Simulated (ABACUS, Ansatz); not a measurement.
The equilibrium volume of Li, sorted by core time

Symmetry: Im-3m, No. 229, cubic system. Conventional cell: a = 3.509 Å, b = 3.509 Å, c = 3.509 Å, α = 90.00°, β = 90.00°, γ = 90.00°. Li (site symmetry m-3m) has 8 Li at 3.04 Å as nearest neighbours.

```csv
rung,level,program and potentials,cutoff (eV),k mesh,smearing,task,core time,chip,equilibrium volume (Å³/atom),miss,notes
GGA,PBE,"Ansatz, all-electron LAPW, scalar-relativistic",-,11 × 11 × 11,fermi-dirac 0.05,relaxation of cell and atoms,1.4 s,Intel Xeon Platinum 8488C Sapphire Rapids,(a),?,-
GGA,RPBE,"Ansatz, all-electron LAPW, scalar-relativistic",-,11 × 11 × 11,fermi-dirac 0.05,relaxation of cell and atoms,1.6 s,Arm Neoverse V1,21.06,-2.5 %,-
GGA,PBEsol,"Ansatz, all-electron LAPW, scalar-relativistic",-,11 × 11 × 11,fermi-dirac 0.05,relaxation of cell and atoms,1.7 s,Intel Xeon,20.16,-6.7 %,-
LDA,LDA,"Ansatz, all-electron LAPW, scalar-relativistic",-,11 × 11 × 11,fermi-dirac 0.05,relaxation of cell and atoms,2 s,Arm Neoverse V1,19.03,-11.9 %,-
GGA + dispersion,BLYP+D4,"Ansatz, all-electron LAPW, scalar-relativistic",-,11 × 11 × 11,fermi-dirac 0.05,relaxation of cell and atoms,2.6 s,Arm Neoverse V1,19.61,-9.3 %,-
GGA + dispersion,PBEsol+D3(BJ),"Ansatz, all-electron LAPW, scalar-relativistic",-,11 × 11 × 11,fermi-dirac 0.05,relaxation of cell and atoms,2.6 s,Arm Neoverse V1,18.47,-14.5 %,-
GGA,revPBE,"Ansatz, all-electron LAPW, scalar-relativistic",-,11 × 11 × 11,fermi-dirac 0.05,relaxation of cell and atoms,3.9 s,Intel Xeon Skylake/Cascade Lake,21.13,-2.2 %,-
GGA,OLYP,"ABACUS, PseudoDojo NC SR 0.5 PBE standard, plane waves",1007,9 × 9 × 9,fermi-dirac 0.05,relaxation of cell and atoms,9.2 s,Intel Xeon Platinum 8488C Sapphire Rapids,20.70,-4.2 %,potentials made for PBE
GGA,RPBE,"ABACUS, GBRV ultrasoft 1.5 PBE, plane waves",544,9 × 9 × 9,fermi-dirac 0.05,equation of state,26 s,Intel Xeon Platinum 8488C Sapphire Rapids,21.06,-2.5 %,potentials made for PBE; fit through 4 volumes
GGA,PBEsol,"ABACUS, PseudoDojo NC SR 0.5 PBE stringent, plane waves",1320,9 × 9 × 9,fermi-dirac 0.05,relaxation of cell and atoms,32 s,Intel Xeon Platinum 8259CL Skylake/Cascade Lake,20.16,-6.7 %,potentials made for PBE
```

Times are single runs on shared hosts and different chips, so they are rough; meshes, cutoffs and the tasks' sizes weigh on the time. All rows: no spin polarisation. Smearing widths are in eV. For a metal such meshes aren't converged. Meshes differ between rows, which moves values too. Meshes are those of the run's cell of 1 atom unless a note names another. Relaxations start from the cell shown or near it and stop with a little pressure left. Misses use the values as printed. Runs on faulty files, with rough fits or with known faults for this quantity aren't shown. No row holds spin-orbit coupling.

Measured: 21.61 Å³/atom at 293 K (COD entry, Crystal Structures 1 7 1963). The runs are for a static lattice.

Q: Estimate the value left out from the other rows.

A: (a) 20.19 Å³/atom, miss -6.6 %.
